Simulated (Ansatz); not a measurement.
Runs of Ansatz 0.2.0 on HgTe (Coloradoite). The structure is cubic, space group F-43m (No. 216). Conventional cell: a = 6.429 Å, b = 6.429 Å, c = 6.429 Å, α = 90.00°, β = 90.00°, γ = 90.00°. Hg (site symmetry -43m) has 4 Te at 2.78 Å as nearest neighbours. Te (site symmetry -43m) is surrounded by 4 Hg at 2.78 Å. 

| task | level | spin | cell | points for each segment of the path | gap on the mesh (eV) | pressure (GPa) | relaxed volume (Å³/atom) |
| --- | --- | --- | --- | --- | --- | --- | --- |
| band structure | PBE | SOC, no magnetisation | as given | 14 | none | (b) | - |
| relaxation of cell and atoms | PBE+D3(BJ)-ATM | off | relaxed | - | none | 0.0 | (a) |
| relaxation of cell and atoms | PBE+D3(BJ) | off | relaxed | - | none | 0.0 | 35.08 |
| band structure | PBE | off | as given | 14 | none | 4.6 | - |
| relaxation of cell and atoms | PBE+D4 | off | relaxed | - | none | 0.0 | 35.04 |

Alike in all rows: potentials or basis Ansatz PAW; k mesh 7 × 7 × 7; cutoff (eV) 420; smearing fermi-dirac 0.05 eV.

Problem. Fill in the values left out.

Solution. (a) 35.23; (b) 4.1.

Caveats: the plane-wave basis is chosen anew once the cell has moved, so the energies of steps on either side of that aren't comparable (some runs); pairwise dispersion overbinds metals, which lowers pressure and volume (some runs); spin-orbit coupling is left out, which moves the levels of the heavy elements (some runs).

A k mesh can miss the band edges, and rows without SOC leave out spin-orbit coupling on Hg, Te.

A gap of «none» marks a metal or a gap under the smearing width.
